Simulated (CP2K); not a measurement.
CdSe under changes of volume

One of the cells (28.942 Å³/atom); the others are scaled copies at fixed shape and fractional positions:

```
Cd Se
1.0
     4.34202    0.00000    0.00000
     2.17101    3.76030    0.00000
     2.17101    1.25343    3.54524
Cd Se
1 1
Direct
  0.00000 0.00000 0.00000
  0.25000 0.25000 0.25000
```

Measurements of this composition are mostly on another form, of space group No. 186.

* Program: CP2K 2026.2
* Functional: PBE
* Potentials or basis: POTENTIAL_UZH Cd GTH-PBE-q12, Se GTH-PBE-q6; TZVP-MOLOPT-PBE-GTH basis
* Density cutoff: 6123 eV
* k mesh: 8 × 8 × 8
* Occupations: fermi-dirac, width 0.05 eV
* Spin: no spin polarisation

```tsv
volume (Å³/atom)	energy over the lowest point (meV/atom)	pressure (GPa)	gap on the mesh (eV)
27.206	44.36	5.6	0.67
27.784	?	?	?
28.363	14.06	2.9	0.59
28.942	5.64	1.8	0.55
29.521	1.08	0.8	0.50
30.100	0.00	-0.1	0.46
30.679	2.03	-1.0	0.42
```

Q: What does the run at 27.784 Å³/atom give?

A: Energy over the lowest point 26.80 meV/atom; pressure 4.2 GPa; gap on the mesh 0.63 eV.

Worked out: A Birch-Murnaghan fit of order 3 (a polynomial in V^(-2/3)) to the other rows has its minimum at 30.00 Å³/atom with B0 = V·E''(V) = 45 GPa and B' = 4.7. It gives 26.81 meV/atom at 27.784 Å³/atom, against the run's 26.80, and -dE/dV = 4.2 GPa, against 4.2. A straight line through the other rows of the gap, of slope -2.1 eV per unit of ln V (its deformation potential), gives 0.63 eV, against the run's 0.63.

Energies are extrapolated to zero smearing.

Caveats: the basis of atomic orbitals isn't converged, which shifts pressures, moduli and gaps.

Spin-orbit coupling on Cd, Se is left out.
